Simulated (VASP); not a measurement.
Write the native input for VASP 6.6.1 that does the following.

- Task: relaxation of cell and atoms
- Functional: AM05
- Potentials or basis: VASP PAW PBE potentials, release 64 (Mo_sv)
- Cutoff: 600 eV
- k mesh: 12 × 12 × 12
- Occupations: fermi-dirac, width 0.05 eV
- Spin: no spin polarisation
- Further INCAR settings: ALGO = Fast; EDIFF = 1e-07; IBRION = 2; EDIFFG = -0.01; NSW = 40; ISIF = 3

The structure of Mo lies in POSCAR:

```
Mo
1.0
   -1.5838089719      1.5838089719      1.5838089719
    1.5838089719     -1.5838089719      1.5838089719
    1.5838089719      1.5838089719     -1.5838089719
Mo
1
Direct
    0.0000000000      0.0000000000      0.0000000000
```

These files were run (other wordings do the same):

INCAR

```
PREC = Accurate
ENCUT = 600
EDIFF = 1E-7
ISMEAR = -1
SIGMA = 0.05
LREAL = False
LASPH = True
NELM = 80
ALGO = Fast
ISIF = 3
LWAVE = False
LCHARG = False
GGA = AM
IBRION = 2
NSW = 40
EDIFFG = -0.01
```

KPOINTS

```
regular mesh
0
Gamma
  12 12 12
```

Potentials or basis: VASP PAW PBE potentials, release 64 (Mo_sv).

Launch:

```sh
$ cat potpaw_PBE.64/Mo_sv/POTCAR > POTCAR
$ mpirun -np 1 vasp_std > vasp.out
```

It gave:

* Relaxed volume: 15.27 Å³/atom
* Relaxed cell: a = 2.707 Å, b = 2.707 Å, c = 2.707 Å, α = 109.47°, β = 109.47°, γ = 109.47°
* Space group after relaxing (to 0.05 Å): Im-3m (No. 229)
* Energy gained by relaxing: 21.1 meV/atom
* Ionic steps: 4
* Pressure after relaxing: 0.0 GPa
* Band gap on the k mesh: none (metal or under the smearing width)

Caveat: the PAW data sets were made with another functional, which shifts forces and pressure a little.

It took 52 s on 1 thread of AMD EPYC 7R13 Processor (Zen 3) (shared host), peak memory 0.13 GiB.
